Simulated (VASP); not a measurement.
# Tl, self-consistent run: which settings are enough?

Tl, P-3m1 (no. 164), 2 atoms in the cell. PBE; PAW potentials Tl_d (PBE set). VASP 6.6.1. The cell is changed on purpose: last atom moved by 0.08 Å along z, cell strained by +1.0% along z.

Wanted: energy within 2 meV/atom; forces within 0.01 eV/Å.

What the run is for: forces; Accuracy asked: standard.

POSCAR:
```
Tl
1.0
    3.4560000000      0.0000000000      0.0000000000
   -1.7280000000      2.9929837955      0.0000000000
    0.0000000000      0.0000000000      5.5802500000
Tl
2
Direct
    0.6666666700      0.3333333300      0.7500000000
    0.3333333300      0.6666666700      0.2644796400
```

The series start from Plane-wave cutoff (eV): 310; Smearing width (eV): 0.1; k-point mesh: 12 × 12 × 7; Precision mode (PREC): Accurate; Electronic threshold (eV): 1e-6; Bands in all (NBANDS): 23; Aspherical gradient terms in the spheres (LASPH): yes; Electronic algorithm: ALGO=Normal; Support grid and gradient cutoff: ADDGRID=False GGA_COMPAT=False; Delay and inner steps: defaults. Each series keeps the choices made before it, and each single choice may use up half of a tolerance.

## Plane-wave cutoff (eV)

| Plane-wave cutoff (eV) | Energy less reference (meV/atom) | Forces, largest deviation (eV/Å) | SCF iterations | Time (s) |
|---|---|---|---|---|
| 190 | 76.1 | 0.039 | 11 | 17 |
| 240 | -3.5 | 0.001 | 11 | 24 |
| 270 | -8.2 | 0.000 | 11 | 27 |
| 310 | -3.3 | 0.000 | 11 | 33 |
| 350 | 0.9 | 0.000 | 11 | 33 |
| 410 | -0.3 | 0.000 | 11 | 39 |
| 490 | -0.2 | 0.000 | 11 | 63 |
| 610 (reference) | 0.0 | 0.000 | 11 | 71 |

Chosen: 350, the loosest value from which every tighter one stays within half of the tolerance.

## Smearing width (eV)

| Smearing width (eV) | Energy less reference (meV/atom) | Forces, largest deviation (eV/Å) | SCF iterations | Time (s) |
|---|---|---|---|---|
| 0.4 | -0.5 | 0.018 | 11 | 34 |
| 0.3 | 0.0 | 0.016 | 11 | 39 |
| 0.2 | 0.0 | 0.010 | 11 | 39 |
| 0.15 | -0.1 | 0.006 | 11 | 35 |
| 0.1 | -0.2 | 0.003 | 11 | 33 |
| 0.05 (reference) | 0.0 | 0.000 | 11 | 35 |

Chosen: 0.1.

## k-point mesh

| k-point mesh | Energy less reference (meV/atom) | Forces, largest deviation (eV/Å) | SCF iterations | Time (s) |
|---|---|---|---|---|
| 4 × 4 × 2 | 55.1 | 0.062 | 11 | 5.0 |
| 5 × 5 × 3 | 10.7 | 0.096 | 11 | 6.6 |
| 6 × 6 × 4 | 10.6 | 0.015 | 11 | 10 |
| 8 × 8 × 5 | 13.8 | 0.023 | 11 | 14 |
| 10 × 10 × 6 | -4.9 | 0.005 | 11 | 22 |
| 12 × 12 × 7 | 4.6 | 0.026 | 11 | 33 |
| 14 × 14 × 8 | 3.1 | 0.007 | 11 | 53 |
| 17 × 17 × 10 (reference) | 0.0 | 0.000 | 11 | 80 |

Chosen: 17 × 17 × 10; the next looser run is off by more than half of the tolerance, so convergence isn't shown beyond this value.

## Precision mode (PREC)

| Precision mode (PREC) | Energy less reference (meV/atom) | Forces, largest deviation (eV/Å) | SCF iterations | Time (s) |
|---|---|---|---|---|
| Low | -4.1 | 0.003 | 11 | 45 |
| SingleN | -4.1 | 0.003 | 11 | 46 |
| Normal | -0.1 | 0.000 | 11 | 42 |
| Accurate (reference) | 0.0 | 0.000 | 11 | 80 |

Chosen: Normal.

## Electronic threshold (eV)

| Electronic threshold (eV) | Energy less reference (meV/atom) | Forces, largest deviation (eV/Å) | SCF iterations | Time (s) |
|---|---|---|---|---|
| 0.001 | 0.0 | 0.001 | 8 | 32 |
| 0.0001 | 0.0 | 0.000 | 9 | 38 |
| 1e-5 | 0.0 | 0.000 | 9 | 39 |
| 1e-6 | 0.0 | 0.000 | 11 | 42 |
| 1e-7 | 0.0 | 0.000 | 12 | 48 |
| 1e-8 (reference) | 0.0 | 0.000 | 14 | 61 |

Chosen: 0.001.

## Bands in all (NBANDS)

| Bands in all (NBANDS) | Energy less reference (meV/atom) | Forces, largest deviation (eV/Å) | SCF iterations | Time (s) |
|---|---|---|---|---|
| 14 | 0.8 | 0.000 | 8 | 22 |
| 15 | 0.0 | 0.000 | 8 | 23 |
| 17 | 0.0 | 0.000 | 8 | 25 |
| 19 | 0.0 | 0.000 | 8 | 29 |
| 23 | 0.0 | 0.000 | 8 | 32 |
| 33 (reference) | 0.0 | 0.000 | 8 | 50 |

Chosen: 14.

## Aspherical gradient terms in the spheres (LASPH)

| Aspherical gradient terms in the spheres (LASPH) | Energy less reference (meV/atom) | Forces, largest deviation (eV/Å) | SCF iterations | Time (s) |
|---|---|---|---|---|
| no | 0.0 | 0.000 | 8 | 20 |
| yes (reference) | 0.0 | 0.000 | 8 | 22 |

Chosen: no.

## Electronic algorithm

| Electronic algorithm | Energy less reference (meV/atom) | Forces, largest deviation (eV/Å) | SCF iterations | Time (s) |
|---|---|---|---|---|
| ALGO=Normal | 0.0 | 0.000 | 8 | 20 |
| ALGO=Fast | 0.0 | 0.001 | 8 | 21 |
| ALGO=VeryFast | 0.4 | 0.001 | 15 | 28 |
| ALGO=All ISEARCH=1 | 0.0 | 0.049 | 9 | 22 |
| ALGO=All ISEARCH=0 | 0.0 | 0.049 | 9 | 22 |
| ALGO=Damped TIME=0.4 | 3.3 | 0.006 | 19 | 37 |
| ALGO=Damped TIME=0.1 | 6.8 | 0.009 | 26 | 49 |

Chosen: ALGO=Normal; no other choice that stays within half of the tolerance saves 30 % of the time.

## Support grid and gradient cutoff

| Support grid and gradient cutoff | Energy less reference (meV/atom) | Forces, largest deviation (eV/Å) | SCF iterations | Time (s) |
|---|---|---|---|---|
| ADDGRID=False GGA_COMPAT=False | 0.0 | 0.000 | 8 | 20 |
| ADDGRID=True GGA_COMPAT=False | 0.0 | 0.001 | 8 | 22 |
| ADDGRID=False GGA_COMPAT=True | 0.0 | 0.000 | 8 | 19 |

Chosen: ADDGRID=False GGA_COMPAT=False.

## Delay and inner steps

| Delay and inner steps | Energy less reference (meV/atom) | Forces, largest deviation (eV/Å) | SCF iterations | Time (s) |
|---|---|---|---|---|
| defaults | 0.0 | 0.000 | 8 | 20 |
| NELMDL=-2 | 0.0 | 0.000 | 6 | 17 |
| NELMDL=-8 | 0.0 | 0.000 | 11 | 26 |
| NELMDL=-12 | 0.0 | 0.000 | 15 | 29 |
| NRMM=2 | 0.0 | 0.000 | 8 | 21 |
| NRMM=6 | 0.0 | 0.000 | 8 | 22 |
| WEIMIN=0.001 | 0.0 | 0.000 | 8 | 21 |

Chosen: NELMDL=-2; it saves 2.7 s of 20, so defaults would do nearly as well.

## All choices together

| Input | Energy less reference (meV/atom) | Forces, largest deviation (eV/Å) | Time (s) |
|---|---|---|---|
| the program's defaults (naive) | 7.4 | 0.100 | 1.9 |
| chosen settings | 1.5 | 0.000 | 17 |
| reference settings throughout | 0.0 | 0.000 | 374 |

The chosen settings stay within the tolerance of the reference run, but the reference itself isn't shown to be converged in: k-point mesh.

Values of the reference run: Forces: 0, 0, 0.234, 0, 0, -0.234 eV/Å.

## The input

INCAR:
```
SYSTEM = Tl
  ADDGRID = .False.
  ALGO = Normal
  EDIFF = 0.001
  ENCUT = 350
  GGA = PE
  GGA_COMPAT = .False.
  ISIF = 2
  ISMEAR = 1
  KPAR = 2
  LASPH = .False.
  LCHARG = .False.
  LREAL = .False.
  LWAVE = .False.
  NBANDS = 14
  NELM = 120
  NELMDL = -2
  PREC = Normal
  SIGMA = 0.1
```

KPOINTS:
```
Automatic mesh
0
Gamma
  17 17 10
  0 0 0
```

Commands:
```
cat potpaw_PBE.64/Tl_d/POTCAR > POTCAR
mpirun -np 2 vasp_std > vasp.out
```

The chosen input took VASP 6.6.1 17 s on 2 cores (Intel Xeon Platinum 8259CL @ 2.50GHz (Skylake/Cascade Lake)), a shared host.

## An input that fails: tetrahedra on too few k points

VASP's message: IBZKPT: tetrahedron method fails for NKPT<4. NKPT = 1.

k mesh: 12 × 12 × 7 becomes 1 × 1 × 1.

Changes against the starting input:
```
- ISMEAR = 1
- NELM = 120
- KPAR = 2
+ ISMEAR = -5
+ NELM = 64
```
